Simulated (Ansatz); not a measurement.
Before relaxation, B put at a bridge Ti-Ti site (Ti, Im-3m (No. 229), (1 1 0) face):

```yaml
crystal:
  lattice:
    - [2.81613, 0.00000, 0.00000]
    - [-0.93871, 2.65508, 0.00000]
    - [0.00000, 0.00000, 25.89809]
  atoms:
    - { symbol: Ti, position: [0.50000, 0.50000, 0.32821] }
    - { symbol: Ti, position: [0.00000, 0.00000, 0.41699] }
    - { symbol: Ti, position: [0.50000, 0.50000, 0.50862] }
    - { symbol: Ti, position: [0.00000, 0.00000, 0.59001] }
    - { symbol: B, position: [0.50000, 0.00000, 0.66724] }
```

Method: DFT r2SCAN, scalar-relativistic, plane waves, PAW in Ansatz 0.2.0. Settings: cutoff 500 eV, Γ-centred mesh 11×11×1 on the computed 5-atom cell, Gaussian smearing of 0.10 eV; no spin polarisation. The cell repeats along c with a dipole correction in the vacuum.

Atoms 1, 2 (counted from 1) are held. The cell is fixed. Force threshold 0.03 eV/Å.

```tsv
step	E − E_final (eV)	largest force (eV/Å)
1	0.517	2.207
2	0.028	0.572
3	0.008	0.224
4	0.001	0.042
5	0.000	0.008
```

Task: What is the final structure?

Result:
```yaml
crystal:
  lattice:
    - [2.81613, 0.00000, 0.00000]
    - [-0.93871, 2.65508, 0.00000]
    - [0.00000, 0.00000, 25.89809]
  atoms:
    - { symbol: Ti, position: [0.50000, 0.50000, 0.32821] }
    - { symbol: Ti, position: [0.00000, 0.00000, 0.41699] }
    - { symbol: Ti, position: [0.50000, 0.50000, 0.50555] }
    - { symbol: Ti, position: [0.00000, 0.00000, 0.59829] }
    - { symbol: B, position: [0.50000, 0.00000, 0.66000] }
```

The end is the local minimum or symmetric point that this start leads to. The slab is only 6.9 Å thick, so the energy isn't converged with thickness.

The reference crystal is the bcc form of Ti, which isn't its usual structure.

Cost: 1 run of about 5.6 core-minutes, on Intel Xeon Platinum 8488C (Sapphire Rapids) (shared hosts).